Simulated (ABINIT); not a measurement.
# GaN (F-43m): G0W0 in ABINIT against the bands in the self-energy

Wanted: the cheapest bands in the self-energy that holds the gap of GaN (F-43m).

Program: ABINIT 10.8.3. Level of theory: LDA and many-body steps on it, plane waves. Results are calculated unless marked as measured.

### 1. Set-up

The structure is cubic, space group F-43m (No. 216). The conventional cell has a = 4.507 Å, b = 4.507 Å, c = 4.507 Å, α = 90.00°, β = 90.00°, γ = 90.00°. Nearest to Ga lie 4 N at 1.95 Å. N has 4 Ga at 1.95 Å nearest. Farther neighbours and most contacts between anions are not listed.

Coordinates:

```cif
data_structure
_symmetry_space_group_name_H-M 'F-43m'
_symmetry_Int_Tables_number 216
_cell_length_a 4.5070
_cell_length_b 4.5070
_cell_length_c 4.5070
_cell_angle_alpha 90.000
_cell_angle_beta 90.000
_cell_angle_gamma 90.000
_cell_volume 91.55
loop_
_atom_site_label
_atom_site_type_symbol
_atom_site_symmetry_multiplicity
_atom_site_Wyckoff_symbol
_atom_site_fract_x
_atom_site_fract_y
_atom_site_fract_z
_atom_site_occupancy
Ga1 Ga 4 a 0.00000 0.00000 0.00000 1
N1 N 4 c 0.25000 0.25000 0.25000 1
```

The cell and positions are those that the Materials Project relaxed with its own functionals (PBE, PBE+U or r2SCAN), kept fixed. This is not the form that GaN usually takes at ambient conditions.

### 2. Screening, 4×4×4 mesh, 77 bands, screening to 217.7 eV

This step: ABINIT 10.8.3; RPA screening on LDA, plane waves, norm-conserving pseudopotentials.

The RPA dielectric matrix is built and inverted for each q.

run.abi

```
acell 3*1.0 Angstrom
rprim 
  0.000000000000 2.253500607500 2.253500607500
  2.253500607500 0.000000000000 2.253500607500
  2.253500607500 2.253500607500 0.000000000000
ntypat 2
znucl 31 7
natom 2
typat 1 2
xred 
  0.000000000000 0.000000000000 0.000000000000
  0.750000000000 0.750000000000 0.750000000000
pp_dirpath "pseudos"
pseudos "Ga.upf, N.upf"
ecut 36
ngkpt 4 4 4
nshiftk 1
shiftk 0 0 0
kptopt 1
chksymbreak 0
istwfk *1
occopt 1
irdwfk 1
optdriver 3
nband 77
ecuteps 8
inclvkb 2
awtr 1
symchi 1
indata_prefix "in"
outdata_prefix "out"
tmpdata_prefix "tmp"
```

On the command line:

```sh
$ OMP_NUM_THREADS=1 mpirun -n 4 abinit run.abi > log
```

Log:

```text
.Version 10.8.3 of ABINIT. v10.8.2 released Aug 2026.

 Symmetries : space group F-4 3 m (#216); Bravais cF (face-center cubic)
[... echo of the input left out ...]
== DATASET  1 ==================================================================
-   mpi_nproc: 4, omp_nthreads: 1 (-1 if OMP is not activated)

--- !DatasetInfo
iteration_state: {dtset: 1, }
dimensions: {natom: 2, nkpt: 8, mband: 77, nsppol: 1, nspinor: 1, nspden: 1, mpw: 1639, }
cutoff_energies: {ecut:  36.0, pawecutdg:  -1.0, }
electrons: {nelect:   1.80000000E+01, charge:   0.00000000E+00, occopt:   1.00000000E+00, tsmear:   1.00000000E-02, }

 SCREENING: Calculation of the susceptibility and dielectric matrices

 Based on a program developped by R.W. Godby, V. Olevano, G. Onida, and L. Reining.
 Incorporated in ABINIT by V. Olevano, G.-M. Rignanese, and M. Torrent.
.Using double precision arithmetic ; gwpc =  8

[... cell and pseudopotentials left out ...]
--------------------------------------------------------------------------------

 ==== K-mesh for the wavefunctions ====
 Number of points in the irreducible wedge :     8
[... list of points left out ...]
 Together with 24 symmetry operations and time-reversal symmetry
 yields    64 points in the full Brillouin Zone.

 ==== Q-mesh for the screening function ====
 Number of points in the irreducible wedge :     8
[... list of points left out ...]
 Together with 24 symmetry operations and time-reversal symmetry
 yields    64 points in the full Brillouin Zone.

 setmesh: FFT mesh size selected  =    24x   24x   24
          total number of points  =        13824

 vcoul_init : cutoff-mode = AUXILIARY_FUNCTION
 q-points for optical limit:   1
     1)      0.000010    0.000020    0.000030

- screening: taking advantage of time-reversal symmetry
- Maximum band index for partially occupied states nbvw = 9
- Remaining bands to be divided among processors   nbcw = 68
- Number of bands treated by each node ~17

 Number of electrons calculated from density =   18.0000; Expected =   18.0000
 average of density, n =  0.116539
 r_s =    1.2700
 omega_plasma =   32.9300 [eV]

 calculating chi0 at frequencies [eV] :
  1    0.000000E+00    0.000000E+00
  2    0.000000E+00    3.293002E+01

--------------------------------------------------------------------------------
  q-point number  1        q = ( 0.000000, 0.000000, 0.000000) [r.l.u.]
--------------------------------------------------------------------------------
[... chi0 elements left out ...]
 For q-point:  0.000010 0.000020 0.000030
  dielectric constant =   8.9282
  dielectric constant without local fields =   9.6036

  Average fulfillment of the sum rule on Im[epsilon] for q-point    1 :     66.15  [%]
[... wings left out ...]
  q-point number  2        q = ( 0.250000, 0.000000, 0.000000) [r.l.u.]
--------------------------------------------------------------------------------
[... chi0 elements left out ...]
  Average fulfillment of the sum rule on Im[epsilon] for q-point    2 :     87.53  [%]

 [... 6 further q-points ...]
```

It took 9.1 s on 4 MPI ranks of Arm Neoverse V2, shared host; peak memory 0.47 GiB.

This step gave:

- ε∞ with local fields, on this mesh, along the program's q direction: 8.928
- the same without local fields: 9.604
- plasma frequency: 32.93 eV
- plane waves in the screening matrix: 169

Local fields lower ε∞ by 7 %. On a Γ-centred mesh this coarse the value itself is usually too large, while a short band sum pulls it down.

### 3. 17 bands

This step: G0W0 on LDA, plane waves, norm-conserving pseudopotentials.

run.abi, as its differences from that of step 2:

```diff
@@ -23,8 +23,15 @@
 irdwfk 1
-optdriver 3
-nband 77
+optdriver 4
+nband 17
+gwcalctyp 0
+ecutsigx 36
+symsigma 1
+nkptgw 1
+kptgw 
+  0.0000000000 0.0000000000 0.0000000000
+bdgw 
+  7 13
 ecuteps 8
-inclvkb 2
-awtr 1
-symchi 1
+irdscr 1
+ppmodel 1
 indata_prefix "in"
```

Log:

```text
.Version 10.8.3 of ABINIT. v10.8.2 released Aug 2026.

 Symmetries : space group F-4 3 m (#216); Bravais cF (face-center cubic)
[... echo of the input left out ...]
== DATASET  1 ==================================================================
-   mpi_nproc: 4, omp_nthreads: 1 (-1 if OMP is not activated)

--- !DatasetInfo
iteration_state: {dtset: 1, }
dimensions: {natom: 2, nkpt: 8, mband: 17, nsppol: 1, nspinor: 1, nspden: 1, mpw: 1639, }
cutoff_energies: {ecut:  36.0, pawecutdg:  -1.0, }
electrons: {nelect:   1.80000000E+01, charge:   0.00000000E+00, occopt:   1.00000000E+00, tsmear:   1.00000000E-02, }

 SIGMA: Calculation of the GW corrections

 Based on a program developped by R.W. Godby, V. Olevano, G. Onida, and L. Reining.
 Incorporated in ABINIT by V. Olevano, G.-M. Rignanese, and M. Torrent.
.Using double precision arithmetic ; gwpc =  8

[... cell and pseudopotentials left out ...]
--------------------------------------------------------------------------------

 ==== K-mesh for the wavefunctions ====
 Number of points in the irreducible wedge :     8
[... list of points left out ...]
 Together with 24 symmetry operations and time-reversal symmetry
 yields    64 points in the full Brillouin Zone.

 ==== Q-mesh for screening function ====
 Number of points in the irreducible wedge :     8
[... list of points left out ...]
 Together with 24 symmetry operations and time-reversal symmetry
 yields    64 points in the full Brillouin Zone.

 vcoul_init : cutoff-mode = AUXILIARY_FUNCTION
 q-points for optical limit:   1
     1)      0.000010    0.000020    0.000030
 setmesh: FFT mesh size selected  =    36x   36x   36
          total number of points  =        46656

 Number of electrons calculated from density =   18.0000; Expected =   18.0000
 average of density, n =  0.116539
 r_s =    1.2700
 omega_plasma =   32.9300 [eV]

 === KS Band Gaps ===
  >>>> For spin  1
   Minimum direct gap =   1.7696 [eV], located at k-point      :   0.0000  0.0000  0.0000
   Fundamental gap    =   1.7696 [eV], Top of valence bands at :   0.0000  0.0000  0.0000
                                       Bottom of conduction at :   0.0000  0.0000  0.0000
 SIGMA fundamental parameters:
 PLASMON POLE MODEL  1
 number of plane-waves for SigmaX                 1639
 number of plane-waves for SigmaC and W            169
 number of plane-waves for wavefunctions          1639
 number of bands                                    17
 number of independent spin polarizations            1
 number of spinorial components                      1
 number of k-points in IBZ                           8
 number of q-points in IBZ                           8
 number of symmetry operations                      24
 number of k-points in BZ                           64
 number of q-points in BZ                           64
 number of frequencies for dSigma/dE                 9
 frequency step for dSigma/dE [eV]                0.25
 number of omega for Sigma on real axis              0
 max omega for Sigma on real axis  [eV]           0.00
 zcut for avoiding poles [eV]                     0.10

 EPSILON^-1 parameters (SCR file):
 dimension of the eps^-1 matrix on file            169
 dimension of the eps^-1 matrix used               169
 number of plane-waves for wavefunctions          1639
 number of bands                                    77
 number of q-points in IBZ                           8
 number of frequencies                               2
 number of real frequencies                          1
 number of imag frequencies                          1

 matrix elements of self-energy operator (all in [eV])

 Perturbative Calculation

--- !SelfEnergy_ee
iteration_state: {dtset: 1, }
kpoint     : [   0.000,    0.000,    0.000, ]
spin       : 1
KS_gap     :    1.770
QP_gap     :    2.030
Delta_QP_KS:    0.260
data: !SigmaeeData |
     Band     E0 <VxcDFT>   SigX SigC(E0)      Z dSigC/dE  Sig(E)    E-E0       E
        7   4.956 -18.201 -21.323   4.327   0.802  -0.247 -17.235   0.966   5.922
        8   4.956 -18.201 -21.323   4.327   0.802  -0.247 -17.235   0.966   5.922
        9   4.956 -18.201 -21.323   4.327   0.802  -0.247 -17.235   0.966   5.922
       10   6.725 -14.263  -9.748  -3.022   0.822  -0.217 -13.037   1.226   7.951
       11  15.112 -12.737  -7.225  -3.464   0.839  -0.191 -11.018   1.719  16.830
       12  15.112 -12.737  -7.225  -3.464   0.839  -0.191 -11.018   1.719  16.830
       13  15.112 -12.737  -7.225  -3.464   0.839  -0.191 -11.018   1.719  16.830

== END DATASET(S) ==============================================================
================================================================================

 -outvars: echo values of variables after computation  --------
           etotal      0.0000000000E+00
            nband          17
             nkpt           8
          spgroup         216
 [... the other variables as echoed above ...]

 Calculation completed.
```

Run time: 2.5 s. Hardware: 4 MPI ranks; peak memory 0.12 GiB.

Numbers from this step:

```
G0W0 gap on the points computed              : 2.029 eV
starting gap on the mesh                     : 1.770 eV
k of the valence top                         : 0, 0, 0
k of the conduction bottom                   : 0, 0, 0
Z at the valence top                         : 0.802
Z at the conduction bottom                   : 0.822
least direct G0W0 gap on the computed points : 2.029 eV
```

### 4. 26 bands

The self-energy is evaluated for the states that the input lists, and the levels follow from it, in one-shot runs by the linearised quasiparticle equation.

run.abi, as its differences from that of step 3:

```diff
@@ -24,3 +24,3 @@
 optdriver 4
-nband 17
+nband 26
 gwcalctyp 0
```

Log:

```text
.Version 10.8.3 of ABINIT. v10.8.2 released Aug 2026.

 Symmetries : space group F-4 3 m (#216); Bravais cF (face-center cubic)
[... echo of the input left out ...]
== DATASET  1 ==================================================================
-   mpi_nproc: 4, omp_nthreads: 1 (-1 if OMP is not activated)

--- !DatasetInfo
iteration_state: {dtset: 1, }
dimensions: {natom: 2, nkpt: 8, mband: 26, nsppol: 1, nspinor: 1, nspden: 1, mpw: 1639, }
cutoff_energies: {ecut:  36.0, pawecutdg:  -1.0, }
electrons: {nelect:   1.80000000E+01, charge:   0.00000000E+00, occopt:   1.00000000E+00, tsmear:   1.00000000E-02, }

 SIGMA: Calculation of the GW corrections

 Based on a program developped by R.W. Godby, V. Olevano, G. Onida, and L. Reining.
 Incorporated in ABINIT by V. Olevano, G.-M. Rignanese, and M. Torrent.
.Using double precision arithmetic ; gwpc =  8

[... cell and pseudopotentials left out ...]
--------------------------------------------------------------------------------

 ==== K-mesh for the wavefunctions ====
 Number of points in the irreducible wedge :     8
[... list of points left out ...]
 Together with 24 symmetry operations and time-reversal symmetry
 yields    64 points in the full Brillouin Zone.

 ==== Q-mesh for screening function ====
 Number of points in the irreducible wedge :     8
[... list of points left out ...]
 Together with 24 symmetry operations and time-reversal symmetry
 yields    64 points in the full Brillouin Zone.

 vcoul_init : cutoff-mode = AUXILIARY_FUNCTION
 q-points for optical limit:   1
     1)      0.000010    0.000020    0.000030
 setmesh: FFT mesh size selected  =    36x   36x   36
          total number of points  =        46656

 Number of electrons calculated from density =   18.0000; Expected =   18.0000
[...]
number of q-points in BZ                           64
 number of frequencies for dSigma/dE                 9
 frequency step for dSigma/dE [eV]                0.25
 number of omega for Sigma on real axis              0
 max omega for Sigma on real axis  [eV]           0.00
 zcut for avoiding poles [eV]                     0.10

 EPSILON^-1 parameters (SCR file):
 dimension of the eps^-1 matrix on file            169
 dimension of the eps^-1 matrix used               169
 number of plane-waves for wavefunctions          1639
 number of bands                                    77
 number of q-points in IBZ                           8
 number of frequencies                               2
 number of real frequencies                          1
 number of imag frequencies                          1

 matrix elements of self-energy operator (all in [eV])

 Perturbative Calculation

--- !SelfEnergy_ee
iteration_state: {dtset: 1, }
kpoint     : [   0.000,    0.000,    0.000, ]
spin       : 1
KS_gap     :    1.770
QP_gap     :    2.171
Delta_QP_KS:    0.402
data: !SigmaeeData |
     Band     E0 <VxcDFT>   SigX SigC(E0)      Z dSigC/dE  Sig(E)    E-E0       E
        7   4.956 -18.201 -21.323   3.736   0.796  -0.256 -17.712   0.489   5.445
        8   4.956 -18.201 -21.323   3.736   0.796  -0.256 -17.712   0.489   5.445
        9   4.956 -18.201 -21.323   3.736   0.796  -0.256 -17.712   0.489   5.445
       10   6.725 -14.263  -9.748  -3.425   0.818  -0.223 -13.372   0.891   7.616
       11  15.112 -12.737  -7.225  -4.208   0.829  -0.206 -11.656   1.082  16.193
       12  15.112 -12.737  -7.225  -4.208   0.829  -0.206 -11.656   1.082  16.193
       13  15.112 -12.737  -7.225  -4.208   0.829  -0.206 -11.656   1.082  16.193

== END DATASET(S) ==============================================================
================================================================================

 -outvars: echo values of variables after computation  --------
           etotal      0.0000000000E+00
            nband          26
             nkpt           8
          spgroup         216
 [... the other variables as echoed above ...]

 Calculation completed.
```

The job ended after 2.6 s (4 MPI ranks; peak memory 0.12 GiB).

This step gave:

| Item | Value |
| --- | --- |
| G0W0 gap on the points computed | 2.171 eV |
| starting gap on the mesh | 1.770 eV |
| k of the valence top | 0, 0, 0 |
| k of the conduction bottom | 0, 0, 0 |
| Z at the valence top | 0.796 |
| Z at the conduction bottom | 0.818 |
| least direct G0W0 gap on the computed points | 2.171 eV |

The gap on the mesh goes from 1.77 eV to 2.17 eV, a correction of +0.40 eV.

### 5. 49 bands

run.abi, as its differences from that of step 4:

```diff
@@ -24,3 +24,3 @@
 optdriver 4
-nband 26
+nband 49
 gwcalctyp 0
```

Log:

```text
.Version 10.8.3 of ABINIT. v10.8.2 released Aug 2026.

 Symmetries : space group F-4 3 m (#216); Bravais cF (face-center cubic)
[... echo of the input left out ...]
== DATASET  1 ==================================================================
-   mpi_nproc: 4, omp_nthreads: 1 (-1 if OMP is not activated)

--- !DatasetInfo
iteration_state: {dtset: 1, }
dimensions: {natom: 2, nkpt: 8, mband: 49, nsppol: 1, nspinor: 1, nspden: 1, mpw: 1639, }
cutoff_energies: {ecut:  36.0, pawecutdg:  -1.0, }
[...]
11  15.112 -12.737  -7.225  -4.697   0.825  -0.212 -12.065   0.672  15.784
       12  15.112 -12.737  -7.225  -4.697   0.825  -0.212 -12.065   0.672  15.784
       13  15.112 -12.737  -7.225  -4.697   0.825  -0.212 -12.065   0.672  15.784

== END DATASET(S) ==============================================================
================================================================================

 -outvars: echo values of variables after computation  --------
           etotal      0.0000000000E+00
            nband          49
             nkpt           8
          spgroup         216
 [... the other variables as echoed above ...]

 Calculation completed.
```

It took 3 s on 4 MPI ranks; peak memory 0.12 GiB; 12 s of CPU time.

Numbers from this step:

* G0W0 gap on the points computed: 2.271 eV
* starting gap on the mesh: 1.770 eV
* k of the valence top: 0, 0, 0
* k of the conduction bottom: 0, 0, 0
* least direct G0W0 gap on the computed points: 2.271 eV

Against the run before, the gap moves by +0.100 eV.

### 6. 77 bands

run.abi, as its differences from that of step 5:

```diff
@@ -24,3 +24,3 @@
 optdriver 4
-nband 49
+nband 77
 gwcalctyp 0
```

Log:

```text
.Version 10.8.3 of ABINIT. v10.8.2 released Aug 2026.

 Symmetries : space group F-4 3 m (#216); Bravais cF (face-center cubic)
[... echo of the input left out ...]
== DATASET  1 ==================================================================
-   mpi_nproc: 4, omp_nthreads: 1 (-1 if OMP is not activated)

--- !DatasetInfo
iteration_state: {dtset: 1, }
dimensions: {natom: 2, nkpt: 8, mband: 77, nsppol: 1, nspinor: 1, nspden: 1, mpw: 1639, }
cutoff_energies: {ecut:  36.0, pawecutdg:  -1.0, }
[...]
11  15.112 -12.737  -7.225  -4.842   0.824  -0.213 -12.185   0.552  15.664
       12  15.112 -12.737  -7.225  -4.842   0.824  -0.213 -12.185   0.552  15.664
       13  15.112 -12.737  -7.225  -4.842   0.824  -0.213 -12.185   0.552  15.664

== END DATASET(S) ==============================================================
================================================================================

 -outvars: echo values of variables after computation  --------
           etotal      0.0000000000E+00
            nband          77
             nkpt           8
          spgroup         216
 [... the other variables as echoed above ...]

 Calculation completed.
```

Elapsed: 3.5 s, on 4 MPI ranks; peak memory 0.45 GiB.

Numbers from this step:

| Property | Result |
| --- | --- |
| G0W0 gap on the points computed | 2.332 eV |
| starting gap on the mesh | 1.770 eV |
| k of the valence top | 0, 0, 0 |
| k of the conduction bottom | 0, 0, 0 |
| least direct G0W0 gap on the computed points | 2.332 eV |

Against the run before, the gap moves by +0.061 eV.

### 7. The runs together

Times are wall times on 4 MPI ranks of Arm Neoverse V2, shared host, good to a factor of about two. A run's time includes the screening step that it read.

```
     run   mesh  bands  screening cutoff (eV)  DFT gap (eV)  gap on the mesh (eV)  direct (eV)  ε∞ used  time
17 bands  4×4×4     17                  217.7         1.770                 2.029        2.029     8.93  12 s
26 bands  4×4×4     26                  217.7         1.770                 2.171        2.171     8.93  12 s
49 bands  4×4×4     49                  217.7         1.770                 2.271        2.271     8.93  12 s
77 bands  4×4×4     77                  217.7         1.770                 2.332        2.332     8.93  13 s
```

### 8. What came out

```
17 bands     : 2.029 eV
26 bands     : 2.171 eV
49 bands     : 2.271 eV
77 bands     : 2.332 eV
known limits : not at the basis limit; exchange with frozen shells missing; no spin-orbit coupling; coarse k mesh
```

In words: The setting moved: bands in the self-energy. From 17 bands to 77 bands the gap moves by +0.30 eV. The last step still moves it by +0.061 eV. Bands and screening cutoff are coupled, so a series along one setting does not show full convergence. Bands and cutoff are finite, so the gap is not at the basis limit. The miss can reach some tenths of an eV and take either sign; the mesh is an error of its own. In the G0W0 runs levels were corrected at 1 k point alone, so a gap called «on the mesh» is the least over those, and an edge elsewhere would be missed. The 4×4×4 mesh is coarse for this cell, which bears on the long-range parts of exchange and screening. The norm-conserving file of at least one element keeps a d shell over frozen s and p shells of the same row. Exchange with those shells is missing from the self-energy, an error of 0.3 to 0.9 eV in cases checked, whose sign depends on which edge lies on those atoms. The many-body steps are scalar-relativistic: spin-orbit coupling is not in them.

[Paths, hosts, dates, memory and timing lines, banners, echoed tables and standing remarks are left out of the program output.]

[Logs are printed without paths, hosts, clocks, repeated set-up lines and the standing remarks that a program may print on its own settings, such as how far it seeks lower states.]

[Runs of the session that timed out or met a known fault of the program may be left out.]

[Hosts, paths, dates, database ids (printed as entryN), source tags and the programs' standing remarks are cut or masked in the printed files.]

[G0W0 gaps are taken among the corrected bands and points alone; a level outside them can change the order at an edge.]

[Where Ansatz stands beside ABINIT at settings called matched, ABINIT's density can come from a denser mesh and the files from another edition; pairs whose starting gaps differed by over 0.03 eV were left out, so agreement reads better than it is.]
